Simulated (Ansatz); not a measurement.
# Te2Mo monolayer (2H): modes against biaxial strain in the plane of the sheet

Aim: how do the optical modes of Te2Mo monolayer (2H) shift and split under this strain?

Main program and level: Ansatz 0.2.0; DFT PBEsol, scalar-relativistic, plane waves, PAW; PAW set soft_1.

### Step 1. Set-up

The cell holds 3 atoms: 1 Mo and 2 Te. Cell: a = 3.530 Å, b = 3.530 Å, c = 31.000 Å, α = 90.0°, β = 90.0°, γ = 120.0°. Vacuum lies along c. The height across the vacuum is the one that the program set for its solve, not the one typed.

### Step 2. Bringing the structure to rest

The cell and atoms are relaxed, since residual forces and stress would shift the frequencies. The program lengthens the typed cell of 20.0 Å along the normal to 31.0 Å, as its cut-off of the electrostatics needs, and moves no atom.

Contents of input.yaml:

```yaml
crystal:
  lattice:
    - [3.53, 0.0, 0.0]
    - [-1.765, 3.05707, 0.0]
    - [0.0, 0.0, 20.0]
  atoms:
    - { symbol: Mo, position: [0.333333, 0.666667, 0.5] }
    - { symbol: Te, position: [0.666667, 0.333333, 0.59] }
    - { symbol: Te, position: [0.666667, 0.333333, 0.41] }
  periodic: [true, true, false]
kpoints:
  mp_grid: { grid: [9, 9, 1] }
hamiltonian:
  xc: pbesol
  pseudopotentials: { kind: paw, azcp: { folder: soft_1 }, xc_functional: pbe }
scf:
  occupations: { method: gaussian, width: 0.02 }
output:
  forces: true
  stress: true
  eigenvalues: true
  write_density: true
  write_potential: true
  elf: true
  volumetric_format: npy
relax:
  adjacent_minimum: "off"
  f_tol: 0.005
  max_steps: 80
  cell: { stress_2d_tol: 0.02 }
```

Started as:

```
> ansatz run input.yaml --threads 4 --pin off --max-ram 16384MiB --backend cpu --events-out ev --progress --plain --runs-dir out
```

Numbers of over 12 decimals in the logs are rounded to 6 here.

Log:

```text
Warning: crystal.periodic: the lattice vector that does not repeat stood 0.000° off the slab's normal, 20.000 Å along it as the deck builds it. The run solves the slab on a vector along the normal, 31.000 Å long, with every atom where it was (on the deck's vector they left 16.40 Å outside them, and the widest stretch free of ions among them is 1.80 Å). A fractional position that the run reports is one of the run's ce [...]
Warning: the atoms were moved onto the symmetric positions of the space group found under crystal.symmetry.tolerance 1.0e-5 (fractional; no operation is sought that the atoms, as they stand in a round, miss by more than twice it, and no atom is moved by as much as it), and the run uses the moved positions. Before a round's move an operation carried an atom to 4.71e-6 Å from where it should land, the largest such dist [...]
crystal.periodic: the lattice vector that does not repeat stood 0.000° off the slab's normal, 20.000 Å along it as the deck builds it. The run solves the slab on a vector along the normal, 31.000 Å long, with every atom where it was (on the deck's vector they left 16.40 Å outside them, and the widest stretch free of ions among them is 1.80 Å). A fractional position that the run reports is one of the run's cell, which [...]
Engine: ansatz 0.2.0, aarch64-unknown-linux-gnu
Pseudopotentials: kind: paw
Pseudopotential: Mo, paw, valence charge 14, recommended cutoff 420 eV (normal), soft_1/Mo.paw.azcp
Pseudopotential: Te, paw, valence charge 16, recommended cutoff 420 eV (normal), soft_1/Te.paw.azcp
Functional definition: PBEsol
  exchange = pbesol_x
  correlation = pbesol_c
Crystal: 3 atoms, lattice volume = 334.535 Å³
Basis set: ecut = 420 eV, 6481 PW (Γ), exchange–correlation on 48×48×432 points (8 copies of the dense FFT grid, shifted against one another)
Bands: 28, of which v1, the nominal top of the filled ones, is band 23 counted from 1 (22 counted from 0)
Symmetry: 12 space group operations
Space group: P-6m2 (ITA 187), of the structure as read, at distance tolerance 6.9e-5 Å
k-points: 12 of 81 (time reversal used)
Non-local potential: Mo, projectors of the file, l = 0: 3, l = 1: 2, l = 2: 2, l = 3: 1
Non-local potential: Te, projectors of the file, l = 0: 2, l = 1: 2, l = 2: 2, l = 3: 1
PAW form: soft (Blöchl's): semilocal exchange-correlation on the pseudo side does not see the compensation charge
PAW frozen core: Mo, regenerated for the run's functional, and the local potential with it (the file was generated under x = pbe(κ = 0.804, μ = 0.219515), c = pbe(β = 0.066725))
PAW frozen core: Te, regenerated for the run's functional, and the local potential with it (the file was generated under x = pbe(κ = 0.804, μ = 0.219515), c = pbe(β = 0.066725))
PAW one-centre angular grid: Mo, 590 points (default); XC on 64 Gauss nodes
PAW one-centre angular grid: Te, 590 points (default); XC on 64 Gauss nodes
Initial density: superposition of atomic densities (neutral atoms: chi_scale 0, normalization atom)
Initial wavefunctions: pseudopotential atomic-orbital guess
Functional: x = pbesol(κ = 0.804, μ = 0.123457), c = pbesol(β = 0.046)
SCF iter   1: F=—  HF=-18702.233157 eV  |F-HF|=—  |Δ(HF+E_count)|=         —  Δρ=2.44e-2  dr2=2.73e0  ethr=3.10e-3  ⟨swp⟩=19.5  Hψ=2781  notcnv=0
preconditioner: auto → Resta (q_TF=auto, 1.960 Å⁻¹)  ε∞=2.3  [insulator: Δε(μ)=1.153 eV  Ē_g=7.685 eV  σ=0.020 eV  W_gap=1.00  n_scr=18 (ndim 8)  ℏωp=8.6 eV  f_vac=0.744  D(μ)=0.00/eV (n_scr^D=0)  ε∞_Penn≈2.3  vacuum switching on, ρ_ref=4.3e-3 e/Å³]
SCF iter   2: F=—  HF=-18701.813156 eV  |F-HF|=—  |Δ(HF+E_count)|=   4.20e-1  Δρ=1.52e-2  dr2=2.78e0  ethr=3.10e-3  ⟨swp⟩=4.0  Hψ=916  notcnv=0  defer=12
SCF iter   3: F=—  HF=-18701.562690 eV  |F-HF|=—  |Δ(HF+E_count)|=   2.50e-1  Δρ=1.00e-2  dr2=6.04e-1  ethr=3.10e-3  ⟨swp⟩=3.9  Hψ=610  notcnv=0  defer=12
SCF iter   4: F=—  HF=-18701.486495 eV  |F-HF|=—  |Δ(HF+E_count)|=   7.62e-2  Δρ=4.13e-3  dr2=7.40e-2  ethr=1.31e-3  ⟨swp⟩=2.8  Hψ=581  notcnv=0  defer=12
SCF iter   5: F=—  HF=-18701.474554 eV  |F-HF|=—  |Δ(HF+E_count)|=   1.19e-2  Δρ=6.92e-4  dr2=1.64e-3  ethr=1.61e-4  ⟨swp⟩=3.2  Hψ=576  notcnv=0  defer=12
SCF iter   6: F=—  HF=-18701.474544 eV  |F-HF|=—  |Δ(HF+E_count)|=   1.04e-5  Δρ=1.71e-4  dr2=1.19e-4  ethr=3.56e-6  ⟨swp⟩=3.3  Hψ=710  notcnv=0  defer=12
SCF iter   7: F=—  HF=-18701.474550 eV  |F-HF|=—  |Δ(HF+E_count)|=   6.41e-6  Δρ=3.25e-5  dr2=2.47e-6  ethr=2.58e-7  ⟨swp⟩=3.4  Hψ=621  notcnv=0  defer=12
SCF iter   8: F=—  HF=-18701.474642 eV  |F-HF|=—  |Δ(HF+E_count)|=   9.22e-5  Δρ=4.89e-6  dr2=1.77e-7  ethr=5.38e-9  ⟨swp⟩=3.3  Hψ=719  notcnv=0  defer=12
iter 9 did not close the SCF: its close was put off until two iterations running show no level that it waits for move by more than its bar (scf_convergence_deferred on its scf_iter line)
SCF iter   9: F=-18701.474642 eV  HF=-18701.474642 eV  |F-HF|=1.00e-8  |Δ(HF+E_count)|=   2.04e-7  Δρ=1.37e-6  dr2=8.42e-9  ethr=2.17e-10  ⟨swp⟩=28.0  Hψ=3620  notcnv=0
iter 10 did not close the SCF: its close was put off until two iterations running show no level that it waits for move by more than its bar (scf_convergence_deferred on its scf_iter line)
SCF iter  10: F=-18701.474642 eV  HF=-18701.474642 eV  |F-HF|=3.13e-10  |Δ(HF+E_count)|=   1.16e-8  Δρ=3.09e-7  dr2=3.49e-10  ethr=1.83e-11  ⟨swp⟩=10.2  Hψ=2397  notcnv=0
SCF iter  11: F=-18701.474642 eV  HF=-18701.474642 eV  |F-HF|=7.28e-11  |Δ(HF+E_count)|=  4.91e-10  Δρ=6.51e-8  dr2=1.36e-11  ethr=1.00e-12  ⟨swp⟩=8.5  Hψ=2216  notcnv=0
SCF 1 converged in 11 iterations: F = -18701.474642 eV  dr2 = 1.36e-11
  greatest PAW one-centre occupation: 0.998 electrons in one spin orbital (limit 2), on the Mo atom at site 0 (counted from 0), in its partial waves of l = 0
relax step   1: F+E_penalty+E_count = -18701.47464249 eV  Δ(F+E_penalty+E_count) = +0.000e0 eV  max|allowed force component| = 1.591e-1 eV/Å  Δτ_max = 0.0000 Å  P = -1.498 N/m  Ω = 334.535 Å³  fix = [c, alpha, beta]  reactions: c -0.000 N/m  (11 SCF iters, dr2 threshold 1.00e-7 eV, accepted)
Crystal: 3 atoms, lattice volume = 325.737 Å³
Basis set: ecut = 420 eV, 6361 PW (Γ), exchange–correlation on 48×48×432 points (8 copies of the dense FFT grid, shifted against one another)
Initial density: handed on by an earlier stage of this run
Initial wavefunctions: those handed on with the density
iter 1 solved again at ethr=4.64e-5 eV; its pass at ethr=3.10e-3 eV (dr2=2.14e-2 eV) is discarded
SCF iter   1: F=—  HF=-18701.478226 eV  |F-HF|=—  |Δ(HF+E_count)|=         —  Δρ=1.36e-3  dr2=2.21e-2  ethr=4.64e-5  ⟨swp⟩=3.2  Hψ=2666  notcnv=0
[...]
greatest PAW one-centre occupation: 0.999 electrons in one spin orbital (limit 2), on the Mo atom at site 0 (counted from 0), in its partial waves of l = 0
relax step   2: F+E_penalty+E_count = -18701.47580966 eV  Δ(F+E_penalty+E_count) = -1.167e-3 eV  max|allowed force component| = 3.783e-1 eV/Å  Δτ_max = 0.0195 Å  P = +1.033 N/m  Ω = 325.737 Å³  energy of the carried Pulay correction = +4.384e-4 eV  fix = [c, alpha, beta]  reactions: c +0.000 N/m  (8 SCF iters, dr2 threshold 3.00e-7 eV, accepted)
Crystal: 3 atoms, lattice volume = 324.991 Å³
Basis set: ecut = 420 eV, 6337 PW (Γ), exchange–correlation on 48×48×432 points (8 copies of the dense FFT grid, shifted against one another)
iter 1 solved again at ethr=2.03e-5 eV; its pass at ethr=3.10e-3 eV (dr2=9.35e-3 eV) is discarded
SCF iter   1: F=—  HF=-18701.485683 eV  |F-HF|=—  |Δ(HF+E_count)|=         —  Δρ=1.27e-3  dr2=8.66e-3  ethr=2.03e-5  ⟨swp⟩=3.8  Hψ=2399  notcnv=0
preconditioner: auto → Resta (q_TF=auto, 1.970 Å⁻¹)  ε∞=2.4  [insulator: Δε(μ)=1.255 eV  Ē_g=7.388 eV  σ=0.020 eV  W_gap=1.00  n_scr=18 (ndim 8)  ℏωp=8.7 eV  f_vac=0.748  D(μ)=0.00/eV (n_scr^D=0)  ε∞_Penn≈2.4  vacuum switching on, ρ_ref=4.0e-3 e/Å³]
SCF iter   2: F=—  HF=-18701.486194 eV  |F-HF|=—  |Δ(HF+E_count)|=   5.11e-4  Δρ=1.24e-3  dr2=1.68e-2  ethr=1.88e-5  ⟨swp⟩=3.4  Hψ=609  notcnv=0
SCF iter   3: F=—  HF=-18701.484426 eV  |F-HF|=—  |Δ(HF+E_count)|=   1.77e-3  Δρ=4.39e-4  dr2=4.85e-4  ethr=1.88e-5  ⟨swp⟩=3.2  Hψ=570  notcnv=0
SCF iter   4: F=—  HF=-18701.484337 eV  |F-HF|=—  |Δ(HF+E_count)|=   8.89e-5  Δρ=9.57e-5  dr2=1.58e-5  ethr=1.05e-6  ⟨swp⟩=3.4  Hψ=583  notcnv=0
SCF iter   5: F=—  HF=-18701.484414 eV  |F-HF|=—  |Δ(HF+E_count)|=   7.72e-5  Δρ=2.04e-5  dr2=1.75e-6  ethr=3.42e-8  ⟨swp⟩=3.8  Hψ=731  notcnv=0
SCF iter   6: F=-18701.484414 eV  HF=-18701.484414 eV  |F-HF|=4.63e-8  |Δ(HF+E_count)|=   1.86e-7  Δρ=5.15e-6  dr2=1.57e-7  ethr=6.52e-10  ⟨swp⟩=20.5  Hψ=3671  notcnv=0
SCF 3 converged in 6 iterations: F = -18701.484414 eV  dr2 = 1.57e-7
relax step   3: F+E_penalty+E_count = -18701.48441427 eV  Δ(F+E_penalty+E_count) = -8.605e-3 eV  max|allowed force component| = 9.458e-2 eV/Å  Δτ_max = 0.0342 Å  P = +0.181 N/m  Ω = 324.991 Å³  energy of the carried Pulay correction = +4.765e-4 eV  fix = [c, alpha, beta]  reactions: c +0.000 N/m  (6 SCF iters, dr2 threshold 3.00e-7 eV, accepted)
[...]
relax step   4: F+E_penalty+E_count = -18701.48571564 eV  Δ(F+E_penalty+E_count) = -1.301e-3 eV  max|allowed force component| = 4.596e-3 eV/Å  Δτ_max = 0.0119 Å  P = -0.084 N/m  Ω = 327.621 Å³  energy of the carried Pulay correction = +3.429e-4 eV  fix = [c, alpha, beta]  reactions: c -0.000 N/m  (6 SCF iters, dr2 threshold 3.00e-7 eV, accepted)
[...]
relax step   5: F+E_penalty+E_count = -18701.48577240 eV  Δ(F+E_penalty+E_count) = -5.677e-5 eV  max|allowed force component| = 4.267e-4 eV/Å  Δτ_max = 0.0006 Å  P = +0.001 N/m  Ω = 327.179 Å³  energy of the carried Pulay correction = +3.652e-4 eV  fix = [c, alpha, beta]  reactions: c +0.000 N/m  (5 SCF iters, dr2 threshold 9.46e-9 eV, accepted)
Initial wavefunctions: pseudopotential atomic-orbital guess (no wavefunctions were taken with the density)
iter 1 solved again at ethr=4.62e-8 eV; its pass at ethr=3.10e-3 eV (dr2=2.12e-5 eV) is discarded
SCF iter   1: F=—  HF=-18701.485326 eV  |F-HF|=—  |Δ(HF+E_count)|=         —  Δρ=1.31e-5  dr2=1.41e-7  ethr=4.62e-8  ⟨swp⟩=7.7  Hψ=4403  notcnv=0
SCF iter   2: F=—  HF=-18701.485408 eV  |F-HF|=—  |Δ(HF+E_count)|=   8.13e-5  Δρ=6.01e-6  dr2=2.50e-8  ethr=3.06e-10  ⟨swp⟩=4.5  Hψ=998  notcnv=0
SCF iter   3: F=—  HF=-18701.485408 eV  |F-HF|=—  |Δ(HF+E_count)|=   2.48e-8  Δρ=2.18e-6  dr2=3.09e-8  ethr=5.44e-11  ⟨swp⟩=3.8  Hψ=717  notcnv=0
SCF iter   4: F=—  HF=-18701.485408 eV  |F-HF|=—  |Δ(HF+E_count)|=  7.06e-10  Δρ=1.26e-6  dr2=1.03e-8  ethr=5.44e-11  ⟨swp⟩=3.0  Hψ=481  notcnv=0
SCF iter   5: F=—  HF=-18701.485408 eV  |F-HF|=—  |Δ(HF+E_count)|=  4.62e-10  Δρ=4.07e-7  dr2=2.82e-10  ethr=2.23e-11  ⟨swp⟩=2.5  Hψ=462  notcnv=0
SCF iter   6: F=—  HF=-18701.485408 eV  |F-HF|=—  |Δ(HF+E_count)|=  1.38e-10  Δρ=1.13e-7  dr2=6.32e-11  ethr=1.00e-12  ⟨swp⟩=3.2  Hψ=567  notcnv=0
SCF iter   7: F=—  HF=-18701.485408 eV  |F-HF|=—  |Δ(HF+E_count)|=    0.00e0  Δρ=2.39e-8  dr2=3.06e-12  ethr=1.00e-12  ⟨swp⟩=1.8  Hψ=397  notcnv=0
SCF iter   8: F=-18701.485408 eV  HF=-18701.485408 eV  |F-HF|=3.27e-11  |Δ(HF+E_count)|=  2.18e-11  Δρ=9.83e-9  dr2=7.89e-13  ethr=1.00e-12  ⟨swp⟩=11.8  Hψ=2251  notcnv=0
SCF 6 converged in 8 iterations: F = -18701.485408 eV  dr2 = 7.89e-13
relax step   6: F+E_penalty+E_count = -18701.48540760 eV  Δ(F+E_penalty+E_count) = +3.648e-4 eV  max|allowed force component| = 5.625e-4 eV/Å  Δτ_max = 0.0000 Å  P = +0.001 N/m  Ω = 327.179 Å³  fix = [c, alpha, beta]  reactions: c +0.000 N/m  stress off target by 1.05e-3 N/m on what of the cell is left free  SCF on the basis re-selected at this cell (its energy is not comparable with the rows above)  (8 SCF iters)
basis re-selected at this cell: Δ(F+E_penalty+E_count) = +3.648e-4 eV, ΔP = -0.000 N/m vs the last step (what re-selecting the basis moved, of the pressure what is left beyond the Pulay correction that the steps carried, after the strain that the cell walked since its last selection, with what the two solves' SCF thresholds leave and, on support functions, any second-order correction that the steps lacked; it is no m [...]
SCF converged after 8 iterations
Free energy (F): -18701.485408 eV
Harris-Foulkes:  -18701.485408 eV  (|F-HF|=3.27e-11)
Internal energy: -18701.485408 eV  (E = F + TS)
E sigma→0 (E₀):  -18701.485408 eV
Fermi energy:    -4.324562 eV
--- Per-component energies (eV) ---
  E_band       = -1362.031544
  E_kinetic    = 769.490695
  E_local      = -111312.916747  (includes V_loc(G=0)·N_el)
  E_nonlocal   = 289.357426
  E_hartree    = 55136.018533
  E_xc         = -418.594375
  E_vxc        = -423.495773  (∫ρ·V_xc dr)
  E_paw        = -12343.532659  (= ΣΔE_a)
  E_vpaw       = -956.504564  (= ΣTr[D̂ρ^β])
  E_aug_tail   = 0.000224  (compensation charges beyond the density's cutoff)
  E_ewald      = 49177.732573
  E_core_change = 0.958922  (= ΣΔE_core)
  E_smearing   = -0.000000  (= −TS)
  E_closure    = 0.000000  (closes the sum)
  Σ components = -18701.485408   (vs F -18701.485408, Δ=0.00e0)
--- Forces (eV/Å), atoms counted from 1 ---
  atom   1  Mo     0.00000000    -0.00000000    -0.00000000
  atom   2  Te     0.00000000     0.00000000     0.00056248
  atom   3  Te     0.00000000     0.00000000    -0.00056248
  max |Σ_I F_I| component: 6.94e-18 eV/Å
--- 2D stress c σ (N/m, compression-positive) ---
        0.001049      -0.000000      -0.000000
        0.000000       0.001049       0.000000
       -0.000000       0.000000       0.000000
  P = ½ c Tr σ = 0.0010 N/m
--- Band table (eV; the first three rows and the last of 12) ---
  k-point 0: bands = [... 19 lower, -6.5572, -5.7527, -5.7527, -5.4931, -1.6512 (-1.6512°), -1.6512 (-1.6512°), -1.3540, -1.3540, ... 1 higher]
  k-point 1: bands = [... 19 lower, -6.4089, -5.9788, -5.6652, -5.5016, -2.2999, -2.2805, -1.7293 (-1.7293°), -1.5158, ... 1 higher]
  k-point 2: bands = [... 19 lower, -6.4669, -6.0100, -5.9736, -5.6872, -3.2897, -2.6768, -2.4588, -1.2843, ... 1 higher]
  k-point 11: bands = [... 19 lower, -7.9772, -7.8621, -6.6998, -4.9262, -3.7230, -3.0723, -2.2462, -0.6512, ... 1 higher]
  ° read free of the cell's end (the report's vacuum.weakly_bound_levels)
--- Relaxed structure (5 steps of the walk, 5 accepted, 1 SCFs on fresh bases) ---
  F+E_penalty+E_count = -18701.48540760 eV   max|allowed force component| = 5.625e-4 eV/Å   (the final SCF, on the basis selected at the relaxed cell)
  cell:  # Å, volume = 327.1795 Å³
    - [3.490976, 0.0, 0]
    - [-1.745488, 3.023274, 0]
    - [0, 0, 31.0]
  atoms:
    - { symbol: Mo, position: [0.333333, 0.666667, 0.322581] }
    - { symbol: Te, position: [0.666667, 0.333333, 0.380754] }
    - { symbol: Te, position: [0.666667, 0.333333, 0.264408] }
```

It took 27 s on 4 threads of Arm Neoverse V1, shared host; peak memory 0.63 GiB; 99 s of CPU time.

The steps of the relaxation:

```
step  energy less that of the first step (eV)  largest force component (eV/Å)  volume (Å³)
   1                                   0.0000                          0.1591       334.54
   2                                  -0.0012                          0.3783       325.74
   3                                  -0.0098                          0.0946       324.99
   4                                  -0.0111                          0.0046       327.62
   5                                  -0.0111                          0.0004       327.18
  6*                                  -0.0108                          0.0006       327.18
```

Relaxation steps marked * repeat the geometry before them on a plane-wave basis chosen anew for their cell, so energy and pressure can jump there.

Forces are held to the 12 operations that the run works with; a distortion that breaks them can't arise in this run.

```csv
cell as run,before,after,change
a (Å),3.530,3.491,-1.1 %
b (Å),3.530,3.491,-1.1 %
```

Final coordinates:

```cif
data_structure
_symmetry_space_group_name_H-M 'P 1'
_symmetry_Int_Tables_number 1
_cell_length_a 3.4910
_cell_length_b 3.4910
_cell_length_c 31.0000
_cell_angle_alpha 90.000
_cell_angle_beta 90.000
_cell_angle_gamma 120.000
_cell_volume 327.18
loop_
_atom_site_label
_atom_site_type_symbol
_atom_site_fract_x
_atom_site_fract_y
_atom_site_fract_z
_atom_site_occupancy
Mo1 Mo 0.33333 0.66667 0.32258 1
Te2 Te 0.66667 0.33333 0.38075 1
Te3 Te 0.66667 0.33333 0.26441 1
```

This step gave:

| Quantity | Value |
| --- | --- |
| gap on the k-mesh | 1.203 eV |
| area per atom | 3.518 Å² |

Electrostatic potential energy in the ac plane at fractional y = 0.333, with atoms of Te within 0.2 Å of it. With pseudopotentials it is smooth inside the atoms' cores, unlike the true potential.

Ten even steps from '_' (-30 eV) to '@' (0 eV), each cell a mean:
```
@@@@@@@@@@@@@@@@@@@@@@@@@@@@
@@@@@@@@@@@@@@@@@@@@@@@@@@@@
@@@@@@@@@@@@@@@@@@@@@@@@@@@@
@@@@@@@@@@@@@@@@@@@@@@@@@@@@
@@@@@@@@@@@@@@@@@@@@@@@@@@@@
@@@@@@@@@@@@@@@@@@@@@@@@@@@@
@@@@@@@@@@@@@@@@@@@@@@@@@@@@
@@@@@@@@@@@@@@@@@@@@@@@@@@@@
@@@@@@@@@@@@@@@@@@@@@@@@@@@@
@@@@@@@@@@@@@@@@@@@@@@@@@@@@
@@@@@@@@@@@@@@@@@@@@@@@@@@@@
@@@@@@@@@@@@@@@@@@@@@@@@@@@@
@@@@@@@@@@@@@@@@@@@@@@@@@@@@
@@@@@@@@@@@@@@@@%%%%%%@@@@@@
##%%@@@@%%++::..==++++::..--
############++==--====--==**
##********######********####
##%%%%%%##++..__==##**::__::
@@@@@@@@@@%%##**++++++**##%%
@@@@@@@@@@@@@@@@@@@@@@@@@@@@
@@@@@@@@@@@@@@@@@@@@@@@@@@@@
@@@@@@@@@@@@@@@@@@@@@@@@@@@@
@@@@@@@@@@@@@@@@@@@@@@@@@@@@
@@@@@@@@@@@@@@@@@@@@@@@@@@@@
```
Columns run along a (3.5 Å; values clipped at the 3rd and 97th percentile), rows up along c (31.0 Å). Atoms in or near the plane, at fractional coordinates: Te at (0.67, 0.38), Te at (0.67, 0.26).

Valence density in the ac plane at fractional y = 0.333, with atoms of Te within 0.2 Å of it. It is the smooth field of the valence electrons, not physical close to the nuclei.

Ten steps, logarithmic in the rise over the least value, from '0' (0 e/Å³) to '9' (11 e/Å³), each cell a mean:
```
00000000000000
00000000000000
00000000000000
00000000000000
00000000000000
00000000000000
00000000000000
00000000000000
00000000000000
00000000000000
00000000000000
00000000000000
00000000000000
00000011111110
21112347899753
22222334666543
23332223333322
22122347999864
10001123444322
00000000000000
00000000000000
00000000000000
00000000000000
00000000000000
```
Columns run along a (3.5 Å), rows up along c (31.0 Å). Atoms in or near the plane, at fractional coordinates: Te at (0.67, 0.38), Te at (0.67, 0.26).

(Part 1 of 3 ends here.)

[Logs are printed without paths, hosts, clocks, repeated set-up lines and the standing remarks that a program may print on its own settings, such as how far it seeks lower states.]

[Hosts, paths, dates, database ids (printed as entryN), source tags and the programs' standing remarks are cut or masked in the printed files.]
